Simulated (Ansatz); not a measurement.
Runs of Ansatz 0.2.0 on AlNi3. The structure is cubic, space group Pm-3m (No. 221). Conventional cell: a = 3.523 Å, b = 3.523 Å, c = 3.523 Å, α = 90.00°, β = 90.00°, γ = 90.00°. Ni (site symmetry 4/mmm) has 8 Ni at 2.49 Å and 4 Al at 2.49 Å as nearest neighbours. Al (site symmetry m-3m) has 12 Ni at 2.49 Å as nearest neighbours. The cell is a database's computed one.

```tsv
level	cutoff (eV)	gap on the mesh (eV)	pressure (GPa)	moment (μB)
PBEsol	420	none	(a)	0.00
LDA	420	none	-7.9	0.00
r2SCAN	500	none	(b)	0.77
revPBE	420	none	10.4	0.00
BLYP	420	none	14.0	0.00
RPBE	420	none	11.7	0.00
```

Alike in all rows: task band structure; potentials or basis Ansatz PAW; spin collinear, ferromagnetic start; cell as given; k mesh 4 × 4 × 4; smearing fermi-dirac 0.05 eV; the mesh is coarse, so values aren't converged.

**Question.** Fill in the values left out.

**Answer.** (a) -1.2; (b) 0.2.

Caveats: all runs use coarse meshes; the PAW data sets come from PBE, with cores solved anew for the run's functional, which leaves a small shift of forces and pressure; the starting moments weren't kept (some runs); the magnetic or orbital state may not be the lowest (some runs).

A gap of «none» marks a metal or a gap under the smearing width.

Runs at the PBE level aren't shown here.
